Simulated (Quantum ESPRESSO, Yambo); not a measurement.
# KBr (Fm-3m): a self-consistent loop beyond G0W0, cycle by cycle, part 2 of 2

Aim: iterate the self-energy on KBr (Fm-3m) and follow the gap from cycle to cycle.

Quantum ESPRESSO 7.5 and Yambo 5.3.0; PBE and many-body steps on it, plane waves. Known limits of the many-body steps: not at the basis limit; no spin-orbit coupling.

So far. Step 5 (evGW0, cycle 1): Against G0W0 in Yambo (4×4×4 mesh, 57 bands, screening to 81.6 eV, Godby-Needs plasmon pole), the gap moves by +0.212 eV. Step 6 (evGW0, cycle 2): Against the cycle before, the gap moves by +0.021 eV.

## (7) evGW0, cycle 3

Level of this step: evGW0 on PBE, plane waves, norm-conserving pseudopotentials (Yambo).

The input, gw4.in:

```
HF_and_locXC
gw0
dyson
ppa
em1d
rim_cut
RandQpts= 1000000
RandGvec= 1 RL
EXXRLvcs= 66 Ry
VXCRLvcs= 264 Ry
Chimod= "HARTREE"
% BndsRnXp
 1 | 57 |
%
NGsBlkXp= 6 Ry
% LongDrXp
 1 | 1 | 1 |
%
% GbndRnge
 1 | 57 |
%
DysSolver= "n"
ExtendOut
PPAPntXp= 27.21138 eV
% QPkrange
 1 | 8 | 3 | 12 |
%
GfnQPdb= "E < ./gw3_fix/ndb.QP"
```

On the command line:

```bash
$ OMP_NUM_THREADS=1 mpirun -n 4 yambo -F gw4.in -J gw4,gw1_W -C gw4 > gw4.log
```

Output:

```text
 Yambo, version 5.3.0

 [02] CORE Variables Setup
 =========================

  [... cell, symmetries and grids as in the set-up ...]

  [02.05] Energies & Occupations
  ==============================

  [X] === General ===
  [X] Electronic Temperature                        :  0.000000  0.000000 [eV K]
  [X] Bosonic    Temperature                        :  0.000000  0.000000 [eV K]
  [X] Finite Temperature mode                       : no
  [X] El. density                                   :  0.22261E+24 [cm-3]
[...]
Sx RL components                                 :   4573

   QP @ state[ 1 ] K range                          :   1   8
   QP @ state[ 1 ] b range                          :   3  12
   GF energies kind                                 : Perdew, Burke & Ernzerhof(X)+Perdew, Burke & Ernzerhof(C)+ E < ./gw1/ndb.QP + @E Fit+ E < ./gw2_fix/
   GF WF`s kind                                     : Perdew, Burke & Ernzerhof(X)+Perdew, Burke & Ernzerhof(C)
   Xs energies kind                                 : Perdew, Burke & Ernzerhof(X)+Perdew, Burke & Ernzerhof(C)
   Xs WF`s kind                                     : Perdew, Burke & Ernzerhof(X)+Perdew, Burke & Ernzerhof(C)

 [13] Game Over & Game summary
```

Run time: 81 s. Hardware: 4 MPI ranks of Arm Neoverse V2, shared host; peak memory 1.6 GiB; 5.4 min of CPU time.

Numbers from this step:

* quasiparticle gap on the mesh: 6.918 eV
* gap of the density functional on the mesh: 4.436 eV
* k of the valence top: 0, 0, 0
* k of the conduction bottom: 0, 0, 0
* least direct quasiparticle gap on the computed points: 6.918 eV

Against the cycle before, the gap moves by +0.002 eV.

The program's own table gives 7.168 eV, which is too large where the input levels are shifted: this version takes Σc at the unshifted level E₀, yet steps from the shifted one. The value above is the Newton step from E₀, E₀ + Z(Σc + Σx − Vxc), rebuilt from the printed columns.

## (8) evGW, cycle 1

This step: evGW on PBE, plane waves, norm-conserving pseudopotentials.

gw5.in, as its differences from gw4.in of step 7:

```diff
@@ -27,2 +27,3 @@
 %
-GfnQPdb= "E < ./gw3_fix/ndb.QP"
+GfnQPdb= "E < ./gw1/ndb.QP"
+XfnQPdb= "E < ./gw1/ndb.QP"
```

On the command line:

```bash
$ OMP_NUM_THREADS=1 mpirun -n 4 yambo -F gw5.in -J gw5 -C gw5 > gw5.log
```

Output:

```text
 Yambo, version 5.3.0

 [02] CORE Variables Setup
 =========================

  [... cell, symmetries and grids as in the set-up ...]

  [02.05] Energies & Occupations
  ==============================

  [X] === General ===
  [X] Electronic Temperature                        :  0.000000  0.000000 [eV K]
  [X] Bosonic    Temperature                        :  0.000000  0.000000 [eV K]
  [X] Finite Temperature mode                       : no
  [X] El. density                                   :  0.22261E+24 [cm-3]
[...]
Sx RL components                                 :   4573

   QP @ state[ 1 ] K range                          :   1   8
   QP @ state[ 1 ] b range                          :   3  12
   GF energies kind                                 : Perdew, Burke & Ernzerhof(X)+Perdew, Burke & Ernzerhof(C)+ E < ./gw1/ndb.QP + @E Fit
   GF WF`s kind                                     : Perdew, Burke & Ernzerhof(X)+Perdew, Burke & Ernzerhof(C)
   Xs energies kind                                 : Perdew, Burke & Ernzerhof(X)+Perdew, Burke & Ernzerhof(C)
   Xs WF`s kind                                     : Perdew, Burke & Ernzerhof(X)+Perdew, Burke & Ernzerhof(C)

 [15] Game Over & Game summary
```

The job ended after 92 s (4 MPI ranks; peak memory 1.6 GiB; 6.1 min of CPU time).

Numbers from this step:

* quasiparticle gap on the mesh: 7.455 eV
* gap of the density functional on the mesh: 4.436 eV
* k of the valence top: 0, 0, 0
* k of the conduction bottom: 0, 0, 0
* least direct quasiparticle gap on the computed points: 7.455 eV

Against G0W0 in Yambo (4×4×4 mesh, 57 bands, screening to 81.6 eV, Godby-Needs plasmon pole), the gap moves by +0.773 eV.

The program's own table gives 7.641 eV, which is too large where the input levels are shifted: this version takes Σc at the unshifted level E₀, yet steps from the shifted one. The value above is the Newton step from E₀, E₀ + Z(Σc + Σx − Vxc), rebuilt from the printed columns.

## (9) evGW, cycle 2

gw6.in, as its differences from gw5.in of step 8:

```diff
@@ -27,3 +27,3 @@
 %
-GfnQPdb= "E < ./gw1/ndb.QP"
-XfnQPdb= "E < ./gw1/ndb.QP"
+GfnQPdb= "E < ./gw5_fix/ndb.QP"
+XfnQPdb= "E < ./gw5_fix/ndb.QP"
```

On the command line:

```bash
$ OMP_NUM_THREADS=1 mpirun -n 4 yambo -F gw6.in -J gw6 -C gw6 > gw6.log
```

Output:

```text
 Yambo, version 5.3.0

 [02] CORE Variables Setup
 =========================

  [... cell, symmetries and grids as in the set-up ...]

  [02.05] Energies & Occupations
  ==============================

  [X] === General ===
  [X] Electronic Temperature                        :  0.000000  0.000000 [eV K]
  [X] Bosonic    Temperature                        :  0.000000  0.000000 [eV K]
  [X] Finite Temperature mode                       : no
  [X] El. density                                   :  0.22261E+24 [cm-3]
[...]
Sx RL components                                 :   4573

   QP @ state[ 1 ] K range                          :   1   8
   QP @ state[ 1 ] b range                          :   3  12
   GF energies kind                                 : Perdew, Burke & Ernzerhof(X)+Perdew, Burke & Ernzerhof(C)+ E < ./gw1/ndb.QP + @E Fit+ E < ./gw5_fix/
   GF WF`s kind                                     : Perdew, Burke & Ernzerhof(X)+Perdew, Burke & Ernzerhof(C)
   Xs energies kind                                 : Perdew, Burke & Ernzerhof(X)+Perdew, Burke & Ernzerhof(C)
   Xs WF`s kind                                     : Perdew, Burke & Ernzerhof(X)+Perdew, Burke & Ernzerhof(C)

 [15] Game Over & Game summary
```

Run time: 92 s. Hardware: 4 MPI ranks; peak memory 1.6 GiB; 6.1 min of CPU time.

This step gave:

```
quasiparticle gap on the mesh                         : 7.649 eV
gap of the density functional on the mesh             : 4.436 eV
k of the valence top                                  : 0, 0, 0
k of the conduction bottom                            : 0, 0, 0
least direct quasiparticle gap on the computed points : 7.649 eV
```

Against the cycle before, the gap moves by +0.193 eV.

The program's own table gives 7.873 eV, which is too large where the input levels are shifted: this version takes Σc at the unshifted level E₀, yet steps from the shifted one. The value above is the Newton step from E₀, E₀ + Z(Σc + Σx − Vxc), rebuilt from the printed columns.

## (10) evGW, cycle 3

gw7.in, as its differences from gw6.in of step 9:

```diff
@@ -27,3 +27,3 @@
 %
-GfnQPdb= "E < ./gw5_fix/ndb.QP"
-XfnQPdb= "E < ./gw5_fix/ndb.QP"
+GfnQPdb= "E < ./gw6_fix/ndb.QP"
+XfnQPdb= "E < ./gw6_fix/ndb.QP"
```

On the command line:

```bash
$ OMP_NUM_THREADS=1 mpirun -n 4 yambo -F gw7.in -J gw7 -C gw7 > gw7.log
```

Output:

```text
 Yambo, version 5.3.0

 [02] CORE Variables Setup
 =========================

  [... cell, symmetries and grids as in the set-up ...]

  [02.05] Energies & Occupations
  ==============================

  [X] === General ===
  [X] Electronic Temperature                        :  0.000000  0.000000 [eV K]
  [X] Bosonic    Temperature                        :  0.000000  0.000000 [eV K]
  [X] Finite Temperature mode                       : no
  [X] El. density                                   :  0.22261E+24 [cm-3]
[...]
Sx RL components                                 :   4573

   QP @ state[ 1 ] K range                          :   1   8
   QP @ state[ 1 ] b range                          :   3  12
   GF energies kind                                 : Perdew, Burke & Ernzerhof(X)+Perdew, Burke & Ernzerhof(C)+ E < ./gw1/ndb.QP + @E Fit+ E < ./gw5_fix/
   GF WF`s kind                                     : Perdew, Burke & Ernzerhof(X)+Perdew, Burke & Ernzerhof(C)
   Xs energies kind                                 : Perdew, Burke & Ernzerhof(X)+Perdew, Burke & Ernzerhof(C)
   Xs WF`s kind                                     : Perdew, Burke & Ernzerhof(X)+Perdew, Burke & Ernzerhof(C)

 [15] Game Over & Game summary
```

Wall time 92 s (4 MPI ranks); peak memory 1.6 GiB; 6.1 min of CPU time.

Numbers from this step:

* quasiparticle gap on the mesh: 7.691 eV
* gap of the density functional on the mesh: 4.436 eV
* k of the valence top: 0, 0, 0
* k of the conduction bottom: 0, 0, 0
* least direct quasiparticle gap on the computed points: 7.691 eV

Against the cycle before, the gap moves by +0.042 eV.

The program's own table gives 7.924 eV, which is too large where the input levels are shifted: this version takes Σc at the unshifted level E₀, yet steps from the shifted one. The value above is the Newton step from E₀, E₀ + Z(Σc + Σx − Vxc), rebuilt from the printed columns.

## (11) evGW, cycle 4

gw8.in, as its differences from gw7.in of step 10:

```diff
@@ -27,3 +27,3 @@
 %
-GfnQPdb= "E < ./gw6_fix/ndb.QP"
-XfnQPdb= "E < ./gw6_fix/ndb.QP"
+GfnQPdb= "E < ./gw7_fix/ndb.QP"
+XfnQPdb= "E < ./gw7_fix/ndb.QP"
```

On the command line:

```bash
$ OMP_NUM_THREADS=1 mpirun -n 4 yambo -F gw8.in -J gw8 -C gw8 > gw8.log
```

Output:

```text
 Yambo, version 5.3.0

 [02] CORE Variables Setup
 =========================

  [... cell, symmetries and grids as in the set-up ...]

  [02.05] Energies & Occupations
  ==============================

  [X] === General ===
  [X] Electronic Temperature                        :  0.000000  0.000000 [eV K]
  [X] Bosonic    Temperature                        :  0.000000  0.000000 [eV K]
  [X] Finite Temperature mode                       : no
  [X] El. density                                   :  0.22261E+24 [cm-3]
[...]
Sx RL components                                 :   4573

   QP @ state[ 1 ] K range                          :   1   8
   QP @ state[ 1 ] b range                          :   3  12
   GF energies kind                                 : Perdew, Burke & Ernzerhof(X)+Perdew, Burke & Ernzerhof(C)+ E < ./gw1/ndb.QP + @E Fit+ E < ./gw5_fix/
   GF WF`s kind                                     : Perdew, Burke & Ernzerhof(X)+Perdew, Burke & Ernzerhof(C)
   Xs energies kind                                 : Perdew, Burke & Ernzerhof(X)+Perdew, Burke & Ernzerhof(C)
   Xs WF`s kind                                     : Perdew, Burke & Ernzerhof(X)+Perdew, Burke & Ernzerhof(C)

 [15] Game Over & Game summary
```

It took 92 s on 4 MPI ranks; peak memory 1.6 GiB.

This step gave:

```yaml
quasiparticle_gap_on_the_mesh: 7.700 eV
gap_of_the_density_functional_on_the_mesh: 4.436 eV
k_of_the_valence_top: 0, 0, 0
k_of_the_conduction_bottom: 0, 0, 0
least_direct_quasiparticle_gap_on_the_computed_points: 7.700 eV
```

Against the cycle before, the gap moves by +0.009 eV.

The program's own table gives 7.934 eV, which is too large where the input levels are shifted: this version takes Σc at the unshifted level E₀, yet steps from the shifted one. The value above is the Newton step from E₀, E₀ + Z(Σc + Σx − Vxc), rebuilt from the printed columns.

## (12) Side by side

Times are wall times on 4 MPI ranks of Arm Neoverse V2, shared host, good to a factor of about two.

| run | mesh | bands | screening cutoff (eV) | DFT gap (eV) | gap on the mesh (eV) | direct (eV) | time |
| --- | --- | --- | --- | --- | --- | --- | --- |
| G0W0 | 4×4×4 | 57 | 81.6 | 4.436 | 6.683 | 6.683 | 92 s |
| evGW0, cycle 1 | 4×4×4 | 57 | 81.6 | 4.436 | 6.895 | 6.895 | 81 s |
| evGW0, cycle 2 | 4×4×4 | 57 | 81.6 | 4.436 | 6.916 | 6.916 | 81 s |
| evGW0, cycle 3 | 4×4×4 | 57 | 81.6 | 4.436 | 6.918 | 6.918 | 81 s |
| evGW, cycle 1 | 4×4×4 | 57 | 81.6 | 4.436 | 7.455 | 7.455 | 92 s |
| evGW, cycle 2 | 4×4×4 | 57 | 81.6 | 4.436 | 7.649 | 7.649 | 92 s |
| evGW, cycle 3 | 4×4×4 | 57 | 81.6 | 4.436 | 7.691 | 7.691 | 92 s |
| evGW, cycle 4 | 4×4×4 | 57 | 81.6 | 4.436 | 7.700 | 7.700 | 92 s |

## (13) Summary of results

```yaml
g0w0: 6.683 eV
evgw0_cycle_1: 6.895 eV
evgw0_cycle_2: 6.916 eV
evgw0_cycle_3: 6.918 eV
evgw_cycle_1: 7.455 eV
evgw_cycle_2: 7.649 eV
evgw_cycle_3: 7.691 eV
evgw_cycle_4: 7.700 eV
known_limits: not at the basis limit; no spin-orbit coupling
```

In words: evGW0 ends at 6.92 eV, +0.24 eV from G0W0, after 3 cycles that took 4.1 min beside the first screening; the last moved the gap by 0.002 eV. evGW ends at 7.70 eV, +1.02 eV from G0W0, after 4 cycles that took 6.1 min beside the first screening; the last moved the gap by 0.009 eV. Bands and cutoff are finite, so the gap is not at the basis limit. The miss can reach some tenths of an eV and take either sign; the mesh is an error of its own. The many-body steps are scalar-relativistic: spin-orbit coupling is not in them.

[Paths, hosts, dates, memory and timing lines, banners, echoed tables and standing remarks are left out of the program output.]

[Logs are printed without paths, hosts, clocks, repeated set-up lines and the standing remarks that a program may print on its own settings, such as how far it seeks lower states.]

[Runs of the session that timed out or met a known fault of the program may be left out.]

[Hosts, paths, dates, database ids (printed as entryN), source tags and the programs' standing remarks are cut or masked in the printed files.]
